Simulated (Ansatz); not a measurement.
A run of Ansatz 0.2.0 is set up as follows.

Contents of input.yaml:

```yaml
crystal:
  lattice:
    - [3.249308, 0.0, 0.0]
    - [-1.624654, 2.8139832727, 0.0]
    - [0.0, 0.0, 5.205709]
  atoms:
    - { symbol: Zn, position: [0.6666666667, 0.3333333333, 0.0] }
    - { symbol: Zn, position: [0.3333333333, 0.6666666667, 0.5] }
    - { symbol: O, position: [0.3333333333, 0.6666666667, 0.87901] }
    - { symbol: O, position: [0.6666666667, 0.3333333333, 0.37901] }
hamiltonian:
  xc: hf
  pseudopotentials: { kind: paw }
kpoints:
  mp_grid: { grid: [5, 5, 3] }
  band_path:
    path:
      - [[0.0, 0.0, 0.0], [0.5, 0.0, 0.0], [0.3333333333, 0.3333333333, 0.0], [0.0, 0.0, 0.0], [0.0, 0.0, 0.5], [0.5, 0.0, 0.5], [0.3333333333, 0.3333333333, 0.5], [0.0, 0.0, 0.5]]
      - [[0.5, 0.0, 0.5], [0.5, 0.0, 0.0]]
      - [[0.3333333333, 0.3333333333, 0.0], [0.3333333333, 0.3333333333, 0.5]]
    npoints: 4
scf:
  occupations: { method: fermi_dirac, width: 0.05 }
  n_extra_bands: 10
output:
  forces: true
  stress: true
  eigenvalues: true
  fatbands: false
```

Potentials or basis: Ansatz PAW.

The run is started by

```console
$ ansatz run input.yaml --threads 2 --pin off --max-ram 5632MiB --backend cpu --events-out ev --progress --plain --runs-dir out
```

What does it give for the pressure?

3.6 GPa.

Estimate the band gap on the k mesh.

11.31 eV, direct.

What does it give for the largest force?

0.110 eV/Å.

Predict the band gap along the path.

11.31 eV, direct.

Stress tensor (GPa, compression positive):
```
3.31 0.00 0.00
0.00 3.31 0.00
0.00 0.00 4.09
```

Caveat: the k mesh is coarse (spacing up to 0.45 Å⁻¹), so the values aren't converged, least of all with exact exchange; the pressure holds a Pulay correction of +0.5 GPa for the finite cutoff; the PAW data sets come from PBE, with cores solved anew for the run's functional, which leaves a small shift of forces and pressure; the thresholds are loose for stress.
